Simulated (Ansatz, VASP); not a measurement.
# Two plane-wave programs on Cd

The input INCAR:

```
PREC = Accurate
ENCUT = 520
EDIFF = 1E-6
ISMEAR = -1
SIGMA = 0.1
LREAL = F
LASPH = T
NELM = 80
ALGO = Normal
ISIF = 2
LWAVE = F
LCHARG = F
NBANDS = 25
```

The input KPOINTS:

```
regular mesh
0
Gamma
  8 8 12
```

Contents of POSCAR:

```
Cd
1.0
    5.0538324354      0.0000000000      0.0000000000
   -2.5269162177      4.3767472755      0.0000000000
    0.0000000000      0.0000000000      3.0069241190
Cd
3
Direct
    0.0000000000      0.0000000000      0.0000000000
    0.3333333333      0.6666666667      0.5000000000
    0.6666666667      0.3333333333      0.5000000000
```

Input for Ansatz:

```yaml
crystal:
  lattice:
    - [5.0538324354, 0.0, 0.0]
    - [-2.5269162177, 4.3767472755, 0.0]
    - [0.0, 0.0, 3.006924119]
  atoms:
    - { symbol: Cd, position: [0.0, 0.0, 0.0] }
    - { symbol: Cd, position: [0.3333333333, 0.6666666667, 0.5] }
    - { symbol: Cd, position: [0.6666666667, 0.3333333333, 0.5] }
hamiltonian:
  xc: lda
  pseudopotentials:
    kind: paw
    azcp:
      Cd: "pseudopotentials/Cd.paw.azcp"
basis:
  ecutwfc: 420
  fft_grid_basis: typed
kpoints:
  mp_grid: { grid: [8, 8, 12], shift: [0, 0, 0] }
magnetization:
  spin_polarized: false
scf:
  occupations: { method: fermi_dirac, width: 0.1 }
  lower_state_search: "off"
output:
  stress: true
  write_density: true
  write_potential: true
  elf: true
  volumetric_format: npy
```

Alike in both runs: task single point; functional LDA; k mesh 8 × 8 × 12; occupations fermi-dirac, width 0.1 eV; no spin polarisation.

|  | VASP | Ansatz |
| --- | --- | --- |
| version | VASP 6.6.1 | Ansatz 0.2.0 |
| potentials or method | VASP PAW LDA potentials, release 64 (Cd) | plane waves (420 eV) with PAW, scalar-relativistic |
| plane-wave cutoff (eV) | 520 | 420 |
| valence electrons in the cell | 36 | 60 |

|  | VASP | Ansatz | Ansatz less VASP |
| --- | --- | --- | --- |
| pressure (GPa) | -3.5 | -3.8 | -0.37 |
| largest component of the traceless stress (GPa) | 0.40 | 0.42 | +0.025 |

The two sets of potentials don't hold the same shells in valence. Ansatz warned: «pseudo_functional_mismatch».
